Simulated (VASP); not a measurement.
# SrO in VASP: one cell, several levels of theory

SrO in the rocksalt structure, under +2.1 % shear in the xy plane is computed at one geometry. Runs: PBE, r2SCAN. The results are then set beside those of Ansatz 0.2.0 for the same cell.

Program: VASP 6.6.1. PAW datasets, plane waves. Spin-unpolarised throughout; all numbers are computed.

### Step 1. Starting point

The cell comes from an earlier relaxation with r2SCAN in another program, then strained, with the atoms relaxed again.

It is orthorhombic, Immm (No. 71); a = 3.611 Å, b = 3.686 Å, c = 5.160 Å in the conventional setting, 17.17 Å³ an atom. Near Sr stand 6 O at 2.58 Å; near O stand 6 Sr at 2.58 Å.

Structure file:

```
CELL_PARAMETERS angstrom
0.02657 2.57989 2.57989
2.57989 0.02657 2.57989
2.60647 2.60647 0.00000
ATOMIC_POSITIONS crystal
Sr 0.00000 0.00000 0.00000
O 0.50000 0.50000 0.50000
```

### Step 2. PBE

Contents of INCAR:

```
ENCUT = 520.000000
SIGMA = 0.020000
EDIFF = 1.00e-07
GGA = PE
PREC = Accurate
IBRION = -1
ISIF = 2
ISMEAR = -1
NBANDS = 15
NELM = 120
NSW = 0
LASPH = .TRUE.
LCHARG = .FALSE.
LWAVE = .FALSE.
LREAL = .FALSE.
```

Contents of KPOINTS:

```
KPOINTS created by Atomic Simulation Environment
0
Gamma
8 8 8
0 0 0
```

Contents of KPOINTS_OPT:

```
special points
6
Reciprocal
0.0000000000 0.0000000000 0.0000000000 1
0.5000000000 0.0000000000 0.5000000000 1
0.6250000000 0.2500000000 0.6250000000 1
0.3750000000 0.3750000000 0.7500000000 1
0.5000000000 0.5000000000 0.5000000000 1
0.5000000000 0.2500000000 0.7500000000 1
```

Contents of POSCAR:

```
Sr O
 1.0000000000000000
     0.0265728912250000    2.5798923523249999    2.5798923523252575
     2.5798923523249999    0.0265728912250000    2.5798923523252575
     2.6064652436000002    2.6064652436000002    0.0000000000505150
 Sr  O
   1   1
Cartesian
  0.0000000000000000  0.0000000000000000  0.0000000000000000
  2.6064652435750006  2.6064652435750006  2.5798923523505155
```

Potentials: the recommended PBE PAW datasets, 16 valence electrons in the neutral cell.

The run is started by

```sh
$ mpirun -np 1 vasp_std
```

Standard output, without the iteration lines:

```text
POSCAR found type information on POSCAR SrO
 POSCAR found :  2 types and       2 ions
 LDA part: xc-table for (Slater+PW92), standard interpolation
 POSCAR, INCAR and KPOINTS ok, starting setup
 FFT: planning ... GRIDC
 FFT: planning ... GRID_SOFT
 FFT: planning ... GRID
 WAVECAR not read
 entering main loop
 Start KPOINTS_OPT (optional k-point list driver)
k-point batch [1-6\6]
```

OSZICAR:

```text
N       E                     dE             d eps       ncg     rms          rms(c)
DAV:   1     0.674004560432E+02    0.67400E+02   -0.84166E+03  2850   0.104E+03
DAV:   2    -0.111035443746E+02   -0.78504E+02   -0.71973E+02  3971   0.218E+02
DAV:   3    -0.141859909504E+02   -0.30824E+01   -0.30655E+01  3756   0.392E+01
DAV:   4    -0.142451703996E+02   -0.59179E-01   -0.59173E-01  3524   0.531E+00
DAV:   5    -0.142466182614E+02   -0.14479E-02   -0.14479E-02  3715   0.645E-01    0.161E+01
DAV:   6    -0.121969215523E+02    0.20497E+01   -0.67015E+00  2920   0.194E+01    0.190E+01
DAV:   7    -0.120543305912E+02    0.14259E+00   -0.30269E-01  3375   0.487E+00    0.110E+01
DAV:   8    -0.120434825325E+02    0.10848E-01   -0.11947E-01  3683   0.345E+00    0.413E-01
DAV:   9    -0.120448042324E+02   -0.13217E-02   -0.58730E-03  3562   0.485E-01    0.233E-01
DAV:  10    -0.120452611072E+02   -0.45687E-03   -0.43947E-04  3158   0.197E-01    0.869E-02
DAV:  11    -0.120454088043E+02   -0.14770E-03   -0.14799E-04  3095   0.899E-02    0.274E-02
DAV:  12    -0.120454272423E+02   -0.18438E-04   -0.27644E-05  3053   0.385E-02    0.227E-02
DAV:  13    -0.120454272442E+02   -0.19490E-08   -0.15575E-06  3228   0.109E-02    0.330E-03
DAV:  14    -0.120454270651E+02    0.17918E-06   -0.13949E-07  3706   0.283E-03    0.223E-03
DAV:  15    -0.120454270574E+02    0.76579E-08   -0.83085E-09  1621   0.875E-04
   1 F= -.12045427E+02 E0= -.12045427E+02  d E =-.107958E-12
       N       E                     dE             ncg
DAV:   1     0.201683593942E+04   -0.35293E+04      180
DAV:   2     0.156456501707E+04   -0.45227E+03      229
DAV:   3     0.154800239380E+04   -0.16563E+02      251
DAV:   4     0.154751616324E+04   -0.48623E+00      218
DAV:   5     0.154750793763E+04   -0.82256E-02      222
DAV:   6     0.154750762810E+04   -0.30953E-03      216
DAV:   7     0.154750761715E+04   -0.10952E-04      221
DAV:   8     0.154750761677E+04   -0.37686E-06      155
DAV:   9     0.154750761676E+04   -0.11927E-07      147
```

The lines after F= are the extra pass for the points of KPOINTS_OPT, at fixed density; their E is not a total energy.

OUTCAR, selected sections:

```text
k-points           NKPTS =     95   k-points in BZ     NKDIM =     95   number of bands    NBANDS=     15

   NELECT =      16.0000    total number of electrons

   dimension x,y,z NGX =    28 NGY =   28 NGZ =   28
   dimension x,y,z NGXF=    56 NGYF=   56 NGZF=   56

  energy-cutoff  :      520.00
  volume of cell :       34.34
      direct lattice vectors                 reciprocal lattice vectors
     0.026572891  2.579892352  2.579892352    -0.195823518  0.195823518  0.193806536
     2.579892352  0.026572891  2.579892352     0.195823518 -0.195823518  0.193806536
     2.606465244  2.606465244  0.000000000     0.191830680  0.191830680 -0.193806536

 k-points in reciprocal lattice and weights: KPOINTS created by Atomic Simulation Env
   0.00000000  0.00000000  0.00000000       0.002
   0.12500000 -0.00000000  0.00000000       0.008
   0.25000000 -0.00000000  0.00000000       0.008
   0.37500000 -0.00000000  0.00000000       0.008
   0.50000000 -0.00000000  0.00000000       0.004
   0.12500000  0.12500000  0.00000000       0.004
   0.25000000  0.12500000  0.00000000       0.008
   0.37500000  0.12500000  0.00000000       0.008
[... 87 more k-points ...]

 E-fermi :   2.1223

 k-point     1 :       0.0000    0.0000    0.0000
  band No.  band energies     occupation
      1     -30.8120      2.00000
      2     -13.4612      2.00000
      3     -12.4646      2.00000
      4     -12.4603      2.00000
      5     -12.4547      2.00000
      6       1.5952      2.00000
      7       1.6159      2.00000
      8       1.6398      2.00000
      9       5.5228      0.00000
     10       7.6777      0.00000
     11       7.8006      0.00000
     12       7.9303      0.00000
     13       9.9505      0.00000
     14       9.9511      0.00000
     15      14.2792      0.00000

 k-point     2 :       0.1250   -0.0000    0.0000
  band No.  band energies     occupation
      1     -30.7923      2.00000
      2     -13.8270      2.00000
      3     -12.4761      2.00000
      4     -12.4724      2.00000
      5     -12.1408      2.00000
      6       1.1796      2.00000
      7       1.3942      2.00000
      8       1.4300      2.00000
      9       6.2244      0.00000
     10       7.7059      0.00000
     11       7.9860      0.00000
     12       8.1601      0.00000
     13      10.3502      0.00000
     14      10.3506      0.00000
     15      15.3035      0.00000

 k-point     3 :       0.2500   -0.0000    0.0000
  band No.  band energies     occupation
      1     -30.7442      2.00000
      2     -14.3907      2.00000
      3     -12.5058      2.00000
      4     -12.5035      2.00000
      5     -11.6984      2.00000
      6       0.3577      2.00000
      7       0.9605      2.00000
      8       1.0107      2.00000
      9       7.6055      0.00000
     10       7.7658      0.00000
     11       8.8242      0.00000
     12       9.0107      0.00000
     13      11.3461      0.00000
     14      11.3482      0.00000
     15      17.3139      0.00000

 k-point     4 :       0.3750   -0.0000    0.0000
  band No.  band energies     occupation
      1     -30.6955      2.00000
      2     -14.8104      2.00000
      3     -12.5386      2.00000
      4     -12.5304      2.00000
      5     -11.4003      2.00000
      6      -0.2929      2.00000
      7       0.5809      2.00000
      8       0.6435      2.00000
      9       7.9120      0.00000
     10       9.2941      0.00000
     11       9.8509      0.00000
     12      10.0513      0.00000
     13      12.5816      0.00000
     14      12.5989      0.00000
     15      17.0669      0.00000

 k-point     5 :       0.5000   -0.0000    0.0000
  band No.  band energies     occupation
      1     -30.6751      2.00000
      2     -14.9634      2.00000
      3     -12.5520      2.00000
      4     -12.5414      2.00000
      5     -11.2976      2.00000
      6      -0.5342      2.00000
      7       0.4358      2.00000
      8       0.5032      2.00000
      9       8.1418      0.00000
     10      10.0061      0.00000
     11      10.3513      0.00000
     12      10.5512      0.00000
     13      13.4247      0.00000
     14      13.4539      0.00000
     15      16.3373      0.00000

 k-point     6 :       0.1250    0.1250    0.0000
  band No.  band energies     occupation
      1     -30.7867      2.00000
      2     -13.8648      2.00000
      3     -12.5192      2.00000
      4     -12.5057      2.00000
      5     -12.0665      2.00000
      6       0.8651      2.00000
      7       1.5236      2.00000
      8       1.5715      2.00000
      9       6.2777      0.00000
     10       7.1371      0.00000
     11       8.3336      0.00000
     12       8.5684      0.00000
     13      10.1606      0.00000
     14      10.7472      0.00000
     15      15.5563      0.00000

 k-point     7 :       0.2500    0.1250    0.0000
  band No.  band energies     occupation
      1     -30.7491      2.00000
      2     -14.2328      2.00000
      3     -12.5689      2.00000
      4     -12.5417      2.00000
      5     -11.8080      2.00000
      6       0.3766      2.00000
      7       1.2518      2.00000
      8       1.3023      2.00000
      9       6.8520      0.00000
     10       7.3209      0.00000
     11       9.1650      0.00000
     12       9.2302      0.00000
     13      10.7522      0.00000
     14      11.5774      0.00000
     15      17.2672      0.00000

 k-point     8 :       0.3750    0.1250    0.0000
  band No.  band energies     occupation
      1     -30.7008      2.00000
      2     -14.6195      2.00000
      3     -12.5961      2.00000
      4     -12.5930      2.00000
      5     -11.5811      2.00000
      6      -0.0040      2.00000
      7       0.7752      2.00000
      8       0.9077      2.00000
      9       7.2612      0.00000
     10       8.5748      0.00000
     11      10.1166      0.00000
     12      10.1232      0.00000
     13      11.9690      0.00000
     14      12.5089      0.00000
     15      17.2564      0.00000

 k-point     9 :       0.5000    0.1250    0.0000
  band No.  band energies     occupation
      1     -30.6703      2.00000
      2     -14.8351      2.00000
      3     -12.6537      2.00000
      4     -12.5854      2.00000
      5     -11.4548      2.00000
      6      -0.2599      2.00000
      7       0.5862      2.00000
      8       0.6066      2.00000
      9       7.9866      0.00000
     10       9.0355      0.00000
     11      10.5725      0.00000
     12      11.0166      0.00000
     13      13.1789      0.00000
     14      13.5038      0.00000
     15      15.6923      0.00000

 k-point    10 :      -0.3750    0.1250   -0.0000
  band No.  band energies     occupation
      1     -30.6760      2.00000
      2     -14.8049      2.00000
      3     -12.6840      2.00000
      4     -12.5431      2.00000
      5     -11.4538      2.00000
      6      -0.2699      2.00000
      7       0.4885      2.00000
      8       0.7940      2.00000
      9       7.9478      0.00000
     10       9.0740      0.00000
     11      10.0630      0.00000
     12      10.8049      0.00000
     13      12.9982      0.00000
     14      13.3857      0.00000
     15      15.9736      0.00000

 k-point    11 :      -0.2500    0.1250   -0.0000
  band No.  band energies     occupation
      1     -30.7144      2.00000
      2     -14.5429      2.00000
      3     -12.6554      2.00000
      4     -12.4933      2.00000
      5     -11.5960      2.00000
      6       0.0472      2.00000
      7       0.6549      2.00000
      8       1.1686      2.00000
      9       7.4567      0.00000
     10       8.2765      0.00000
     11       9.0347      0.00000
     12      10.0844      0.00000
     13      11.8263      0.00000
     14      12.1449      0.00000
     15      17.8041      0.00000

 k-point    12 :      -0.1250    0.1250    0.0000
  band No.  band energies     occupation
      1     -30.7626      2.00000
      2     -14.1491      2.00000
      3     -12.5681      2.00000
      4     -12.4654      2.00000
      5     -11.8701      2.00000
      6       0.6179      2.00000
      7       1.0189      2.00000
      8       1.4624      2.00000
      9       7.0299      0.00000
     10       7.3954      0.00000
     11       8.2359      0.00000
     12       9.0808      0.00000
     13      10.6986      0.00000
     14      11.1480      0.00000
     15      16.6998      0.00000

[... the tables of k-points 13 to 95 left out ...]

  Total        0.5074140      0.5074140      0.5011131     -0.2393274     -0.0000000     -0.0000000
  in kB       23.6746934     23.6746934     23.3807083    -11.1664290     -0.0000000     -0.0000000
  external PRESSURE =      23.5766984 kB  Pullay stress =       0.0000000 kB

 POSITION                                       TOTAL-FORCE (eV/Angst)
 -----------------------------------------------------------------------------------
      0.00000      0.00000      0.00000        -0.000000      0.000000      0.000000
      2.60647      2.60647      2.57989         0.000000      0.000000     -0.000000
 -----------------------------------------------------------------------------------
    total drift:                                0.000000      0.000000      0.000000

  FREE ENERGIE OF THE ION-ELECTRON SYSTEM (eV)
  ---------------------------------------------------
  free  energy   TOTEN  =       -12.0454270574 eV

  energy  without entropy=      -12.0454270574  energy(sigma->0) =      -12.04542706
```

Hardware: 1 MPI rank of Intel Xeon 6975P-C, shared host.

The levels at the points of KPOINTS_OPT are read from vasprun.xml.

Levels at the named points, in eV from the top of band v (v: the last filled band by count, c: the next):

```tsv
point	v−1	v	c	c+1
Γ	-0.02	0.00	3.88	6.04
X	-0.12	-0.12	3.25	7.69
U	-0.60	-0.51	4.74	7.83
K	-0.55	-0.52	4.68	7.89
L	-1.15	-1.08	6.45	8.34
W	-0.47	-0.47	5.97	5.97
```

Gap with PBE: 3.25 eV, valence top at Γ, conduction bottom at (0.50, 0.50, 0.00). Least direct gap: 3.34 eV. Pressure: 2.36 GPa; the forces vanish within 0.01 eV/Å.

[end of part 1 of 2]
